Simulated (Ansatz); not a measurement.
# Calculated ¹⁷O NMR of the central transition for Ba2SrTi3O9

Cell: a Materials Project structure (computed, not necessarily an observed phase).

Space group Cmm2 (No. 35); a = 5.6444, b = 16.9095, c = 4.0980 Å.

| site | Wyckoff | site symmetry | x | y | z |
| --- | --- | --- | --- | --- | --- |
| Ba | 4e | m.. | 0.5000 | 0.8330 | 0.9950 |
| Sr | 2a | mm2 | 0.0000 | 0.0000 | 0.0048 |
| Ti4 | 4e | m.. | 0.5000 | 0.3353 | 0.5137 |
| Ti6 | 2b | mm2 | 0.5000 | 0.0000 | 0.5143 |
| O7 | 4e | m.. | 0.5000 | 0.3374 | 0.9645 |
| O9 | 2b | mm2 | 0.5000 | 0.0000 | 0.9644 |
| O10 | 8f | 1 | 0.2470 | 0.9183 | 0.4730 |
| O11 | 4c | ..2 | 0.7500 | 0.7500 | 0.4781 |

One atom of each set is listed; the run and its k-mesh use a cell of 15 atoms with edges of 8.91, 8.91, 4.10 Å.

Method: Kohn–Sham DFT in Ansatz, r2SCAN, plane waves and PAW, scalar-relativistic, 500 eV cutoff, Γ-centred 4×4×5 k-points, Fermi–Dirac smearing 0.02 eV.

¹⁷O has I = 5/2 and Q = -25.58 mb (Pyykkö 2018); at 35.2 T its Larmor frequency is ν₀ = 203.3 MHz. Only the quadrupole interaction is simulated: positions count from each site's isotropic chemical shift, and J coupling is left out, as are shift anisotropy and dipolar coupling, which fast spinning averages.

Question: What does the ¹⁷O spectrum (fast magic-angle spinning) show for each site?

Answer: 

```csv
site,first shell,C_Q (MHz),η,P_Q (MHz),δ_QIS (ppm),breadth (kHz)
O7,"2 Ti at 1.85–2.25 Å, angle 178°; also 1 Sr at 2.75 Å, 3 Ba at 2.83–2.88 Å",-1.22,0.22,1.23,-0.219,0.101
O9,"2 Ti at 1.84–2.25 Å, angle 180°; also 2 Ba at 2.83 Å, 2 Sr at 2.83 Å",-1.05,0.45,1.09,-0.172,0.0812
O10,"2 Ti at 1.98–1.99 Å, angle 170°; also 2 Sr at 2.75–2.93 Å, 2 Ba at 2.82–2.95 Å",-1.71,0.13,1.72,-0.427,0.193
O11,"2 Ti at 2.02 Å, angle 172°; also 4 Ba at 2.81–2.91 Å",-1.96,0.32,2.00,-0.579,0.271
```

δ_QIS = −(ν_Q²/30ν₀²)[I(I+1) − 3/4](1 + η²/3) × 10⁶ ppm with ν_Q = 3|C_Q|/[2I(2I−1)]; it falls as 1/B₀² in ppm, and the breadth as 1/B₀ in kHz.

At O7, O9, O10 and O11 V_zz points along the line of its two bonds (within 3°) in each case.

At this cell the r2SCAN pressure is -5 GPa, so with r2SCAN the cell would shrink if it were relaxed. The entry's cell may itself be off. The largest force is 0.3 eV/Å, so the atoms aren't at the calculated equilibrium and relaxing them would move these values.
